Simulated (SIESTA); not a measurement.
Crystal: Sb.

```
CELL_PARAMETERS angstrom
0.17336 2.38853 2.49587
2.41731 0.06469 2.60454
2.32045 2.40035 0.16154
ATOMIC_POSITIONS crystal
Sb 0.00000 0.00000 0.00000
```

This isn't the form of Sb at room conditions, which is rhombohedral.

```yaml
Program: SIESTA 5.4.2
Task: relaxation of cell and atoms
Functional: PBE
Potentials_or_basis: PseudoDojo 0.4 standard (PBE files)
Basis: DZP (energy shift 0.003 Ry; two zetas on semicore shells)
Grid_cutoff: 500 Ry
Energy_shift: 0.003 Ry
k_mesh: 10 × 10 × 10
Occupations: fermi-dirac, width 0.05 eV
Spin: no spin polarisation
```

At the start: pressure 4.8 GPa; volume 26.53 Å³/atom.

How do energy, volume and symmetry change on relaxing?

Over 38 steps the energy falls by 115.8 meV/atom and the volume is 28.13 Å³/atom (+6.0 %); space group Immm (No. 71, to 0.05 Å).

The path:
```
step  energy change (eV)  largest force (eV/Å)  pressure (GPa)  volume (Å³)
   1              0.0000                0.0000            4.78        26.53
   2             -0.0221                0.0000            2.33        27.42
   3             -0.0324                0.0000           -0.60        28.75
   4             -0.0325                0.0000           -0.28        28.58
   5             -0.0423                0.0000           -0.22        28.60
   6             -0.0500                0.0000           -0.13        28.59
   7             -0.0552                0.0000            0.02        28.56
   8             -0.0580                0.0000            0.25        28.51
   9             -0.0574                0.0000            0.63        28.44
  10             -0.0582                0.0000            0.41        28.48
  11             -0.0661                0.0000           -0.11        28.76
  12             -0.0650                0.0000           -0.48        29.02
  13             -0.0669                0.0000           -0.22        28.83
  14             -0.0740                0.0000           -0.18        28.64
  15             -0.0757                0.0000            0.01        28.41
  16             -0.0736                0.0000            0.40        28.15
  17             -0.0673                0.0000            1.12        27.85
  18             -0.0676                0.0000            1.08        27.87
  19             -0.0705                0.0000            1.29        27.75
  20             -0.0698                0.0000            1.61        27.61
  21             -0.0666                0.0000            1.94        27.45
  22             -0.0576                0.0000            2.28        27.27
  23             -0.0664                0.0000            1.96        27.44
  24             -0.0825                0.0000            0.33        28.13
  25             -0.0860                0.0000           -1.14        28.82
  26             -0.0858                0.0000           -0.45        28.49
  27             -0.0997                0.0000           -0.63        28.48
  28             -0.1110                0.0000           -0.64        28.45
  29             -0.1104                0.0000           -0.54        28.38
  30             -0.1116                0.0000           -0.59        28.40
  31             -0.1100                0.0001            1.65        27.41
  32             -0.1133                0.0001            0.24        28.01
  33             -0.1138                0.0000           -0.06        28.14
  34             -0.1138                0.0000           -0.05        28.14
  35             -0.1157                0.0001            0.23        28.01
  36             -0.1157                0.0000            0.06        28.09
  37             -0.1159                0.0001           -0.21        28.21
  38             -0.1158                0.0001           -0.03        28.13
```

Final structure:
```
Sb
1.0
    -0.03108    2.65681    2.65857
     1.87871   -0.05523    2.73544
     1.90141    2.72315   -0.03979
Sb
1
Direct
  0.99995 0.99995 0.99996
```

Caveat: the basis of atomic orbitals isn't converged, which shifts pressures, moduli and gaps.
